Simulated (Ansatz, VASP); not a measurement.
**Al: VASP beside Ansatz**

File INCAR:

```
SYSTEM = Al
PREC     = Accurate       ! precision mode
ENCUT    = 520            ! plane-wave cutoff, eV
EDIFF    = 1E-7           ! SCF threshold, eV
ISMEAR   = 0              ! smearing method
SIGMA    = 0.15           ! smearing width, eV
LREAL    = .FALSE.        ! projectors in reciprocal space
LASPH    = .TRUE.         ! aspherical terms in the spheres
NELM     = 100            ! most SCF steps
ALGO     = Fast           ! electronic algorithm
ISIF     = 2              ! what is computed and relaxed
LWAVE    = .FALSE.        ! write WAVECAR
LCHARG   = .FALSE.        ! write CHGCAR
GGA      = PS             ! functional
NBANDS   = 10             ! bands
```

KPOINTS

```
regular mesh
0
G
  21 21 10
  0 0 0
```

The input POSCAR:

```
Al
1.0
    2.9179224272      0.0000000000      0.0000000000
   -1.4589612136      2.5269949482      0.0000000000
    0.0000000000      0.0000000000      4.8668500000
Al
2
Direct
    0.6666666667      0.3333333333      0.7500000000
    0.3333333333      0.6666666667      0.2500000000
```

Input for Ansatz:

```yaml
crystal:
  lattice:
    - [2.9179224272, 0.0, 0.0]
    - [-1.4589612136, 2.5269949482, 0.0]
    - [0.0, 0.0, 4.86685]
  atoms:
    - { symbol: Al, position: [0.6666666667, 0.3333333333, 0.75] }
    - { symbol: Al, position: [0.3333333333, 0.6666666667, 0.25] }
basis:
  ecutwfc: 420
kpoints:
  mp_grid: { grid: [21, 21, 10] }
hamiltonian:
  xc: pbesol
scf:
  occupations: { method: gaussian, width: 0.15 }
output:
  forces: true
  stress: true
  eigenvalues: true
```

Change from the starting cell: strain +0.0375 x Voigt [1, 1, 0, 0, 0, 0], atoms carried along.

Alike in both runs: task single point; functional PBEsol; k mesh 21 × 21 × 10; occupations gaussian, width 0.15 eV; no spin polarisation.

|  | VASP | Ansatz |
| --- | --- | --- |
| version | VASP 6.6.1 | Ansatz 0.2.0 |
| potentials or method | VASP PAW PBE potentials, release 64 (Al) | scalar-relativistic, plane waves, PAW |
| plane-wave cutoff (eV) | 520 | 420 |
| valence electrons in the cell | 6 | 6 |

```tsv
	VASP	Ansatz	Ansatz less VASP
gap on the k mesh at the Fermi level (eV)	none	none	-
pressure (GPa)	-6.0	-6.0	-0.03
largest component of the traceless stress (GPa)	0.21	0.21	0.000
```

A gap of «none» marks a metal or a gap that the smearing closes. The functional is the same, so the differences come from potentials, cutoffs and numerics.

Caveats: the PAW data sets were made with another functional, which shifts forces and pressure a little (VASP).
